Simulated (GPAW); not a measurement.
Runs of GPAW 26.7.0 on Ti3Al. Symmetry: P-6m2, No. 187, hexagonal system. The conventional cell has a = 2.928 Å, b = 2.928 Å, c = 9.226 Å, α = 90.00°, β = 90.00°, γ = 120.00°. Around Ti (site symmetry 3m) lie 9 Ti at 2.86 to 2.93 Å and 3 Al at 2.86 Å. Ti (site symmetry -6m2) has 12 Ti at 2.86 to 2.93 Å as nearest neighbours. Al (site symmetry -6m2) is surrounded by 6 Ti at 2.86 Å and 6 Al at 2.93 Å. The cell comes from a database or a generator and needn't be the stable form of this composition.

```csv
level,gap on the mesh (eV),pressure (GPa),relaxed volume (Å³/atom),largest force (eV/Å)
PBEsol+D3(BJ)+ATM,none,0.0,(b),0.02
PBEsol+D3(BJ),none,0.0,15.81,0.01
PBEsol,none,0.1,(a),-
PBEsol+D3,none,0.0,16.00,0.02
PBEsol+D4,none,0.2,16.35,0.01
```

Alike in all rows: task relaxation of cell and atoms; potentials or basis PAW data sets generated in the run's folder for this functional, pw; no spin polarisation; cell relaxed; k mesh 8 × 8 × 2; cutoff (eV) 600; smearing fermi-dirac 0.05 eV.

Question: Fill in the values left out.

Answer: (a) 16.54; (b) 15.96.

Caveats: later steps reuse the first step's grids; pairwise dispersion overbinds metals, which lowers pressure and volume (some runs).

A gap of «none» marks a metal or a gap under the smearing width.
